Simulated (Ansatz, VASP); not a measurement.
# MnO in VASP and in Ansatz

```xyz
2
Lattice="0.0000 2.2220 2.2220 2.2220 0.0000 2.2220 2.2220 2.2220 0.0000" Properties=species:S:1:pos:R:3 pbc="T T T"
Mn    0.0000    0.0000    0.0000
O     2.2220    2.2220    2.2220
```

Alike in both runs: task band structure; functional HSE03; k mesh 5 × 5 × 5; occupations fermi-dirac, width 0.05 eV; collinear spin, ferromagnetic start.

|  | VASP | Ansatz |
| --- | --- | --- |
| version | VASP 6.6.1 | Ansatz 0.2.0 |
| potentials or method | VASP PAW PBE potentials, release 64 (Mn_pv, O) | Ansatz PAW |
| plane-wave cutoff (eV) | 520 | 420 |
| valence electrons in the cell | 19 | 21 |

Ansatz gave:

```
gap on the k mesh at the Fermi level (eV)                     : 1.21
least direct gap on the mesh (eV)                             : 3.85
gap along the band path (eV)                                  : 1.01
pressure (GPa)                                                : 1.4
net moment per atom (μB)                                      : 2.50
size of the moment on the site where the two differ most (μB) : 4.30
```

Problem. What did VASP give for the same quantities?

Solution. gap on the k mesh at the Fermi level (eV): 1.22; least direct gap on the mesh (eV): 3.85; gap along the band path (eV): 1.02; pressure (GPa): 2.0; net moment per atom (μB): 2.50; size of the moment on the site where the two differ most (μB): 4.58.

Site moments also hang on the region over which each program counts them. The two sets of potentials don't hold the same shells in valence.

Caveats: the k mesh is coarse (spacing up to 0.49 Å⁻¹), so the values aren't converged, least of all with exact exchange; a cell with one magnetic atom can't hold antiferromagnetic order, which such compounds often take; the PAW data sets were made with another functional, which shifts forces and pressure a little (VASP); the mesh misses the band edges, which the band path finds closer together (VASP); the magnetic or orbital state may not be the lowest (Ansatz); the k mesh misses the band edges, so the gap on the mesh is wider than the one along the path (Ansatz); the pressure holds a Pulay correction of +0.6 GPa for the finite cutoff (Ansatz).
